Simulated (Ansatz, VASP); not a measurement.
## Two plane-wave programs on Cl

```
Cl
1.0
     3.67901    0.00000    0.00000
    -1.83950    3.18611    0.00000
     0.00000    0.00000    3.94108
Cl
2
Direct
  0.33333 0.66667 0.25000
  0.66667 0.33333 0.75000
```

The cell was built by a generator and needn't be a form met in nature.

Alike in both runs: functional PBE; k mesh 11 × 11 × 6; no spin polarisation.

Ansatz relaxed the structure, and its values are those at the end. VASP's run is a single point on that final structure, the one shown.

|  | VASP | Ansatz |
| --- | --- | --- |
| version | VASP 6.6.1 | Ansatz 0.2.0 |
| potentials or method | VASP PAW PBE potentials, release 64 (Cl) | PAW plane waves |
| plane-wave cutoff (eV) | 520 | 420 |
| occupations | fermi-dirac, width 0.1 eV | fermi-dirac |
| valence electrons in the cell | 14 | 14 |

```tsv
	VASP	Ansatz	Ansatz less VASP
pressure (GPa)	-0.1	0.0	+0.10
```

Ansatz warned: «structure_snapped_to_symmetry».
